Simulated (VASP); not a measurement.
A run of VASP 6.6.1:

The input INCAR:

```
  PREC = Accurate
  ENCUT = 520
  EDIFF = 1E-6
  ISMEAR = 0
  SIGMA = 0.1
  LREAL = F
  LASPH = T
  NELM = 100
  ALGO = Normal
  ISIF = 2
  LWAVE = F
  LCHARG = T
  GGA = PE
  LELF = T
  LVHAR = T
  NBANDS = 18
```

KPOINTS

```
regular mesh
0
Gamma
  8 8 8
```

File POSCAR:

```
Cu
1.0
    1.2444739293     -4.0243669211      0.0000000000
    1.2444739293      4.0243669211      0.0000000000
    0.0000000000      0.0000000000      2.5097161975
Cu
2
Direct
    0.1342067561      0.8657932439      0.2500000000
    0.8657932439      0.1342067561      0.7500000000
```

Potentials or basis: VASP PAW PBE potentials, release 64 (Cu).

Run with:

```sh
$ cat potpaw_PBE.64/Cu/POTCAR > POTCAR
$ mpirun -np 1 vasp_std > vasp.out
```

Hardware: 1 thread of Intel(R) Xeon(R) Platinum 8375C CPU @ 2.90GHz (Ice Lake), on a shared host.

**Question.** Estimate the wall time of this run.

**Answer.** It took 41 s on 1 thread of Intel(R) Xeon(R) Platinum 8375C CPU @ 2.90GHz (Ice Lake), with other jobs on the host, peak memory 0.17 GiB. Counts: scf iterations 13, k points 105.
